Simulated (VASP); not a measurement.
# CaO: single point with PBEsol

CaO:

```xyz
2
Lattice="0.0000 2.4535 2.4535 2.4535 0.0000 2.4535 2.4535 2.4535 0.0000" Properties=species:S:1:pos:R:3 pbc="T T T"
Ca    0.0000    0.0000    0.0000
O     2.4535    2.4535    2.4535
```

| Quantity | Value |
| --- | --- |
| Program | VASP 6.6.1 |
| Task | single point |
| Functional | PBEsol |
| Potentials or basis | VASP PAW PBE potentials, release 64 (Ca_sv, O) |
| Cutoff | 520 eV |
| k mesh | 8 × 8 × 8 |
| Occupations | gaussian, width 0.02 eV |
| Spin | no spin polarisation |
| Further INCAR settings | ALGO = Fast; EDIFF = 1e-06 |

- Pressure: -7.8 GPa
- Band gap on the k mesh: 3.55 eV, indirect (least direct gap 3.94 eV)

Levels at points of the mesh, in eV from the valence-band top:
```tsv
k point	band 4	band 5	band 6	band 7	band 8	band 9	band 10	band 11	band 12
(0.00, 0.00, 0.00)	-18.53	-15.33	0.00	0.00	0.00	4.09	6.04	6.04	6.04
(0.50, 0.00, 0.00)	-18.57	-14.33	-2.55	-1.10	-1.10	6.73	7.87	8.04	8.04
(0.50, 0.50, 0.00)	-18.72	-15.08	-1.34	-0.39	-0.39	3.55	7.59	8.58	9.39
```

Wall time 15 s on 1 thread of Intel(R) Xeon(R) Platinum 8488C (Sapphire Rapids) (shared host), peak memory 0.15 GiB.

Caveat: the PAW data sets were made with another functional, which shifts forces and pressure a little. A k mesh can miss the band edges.
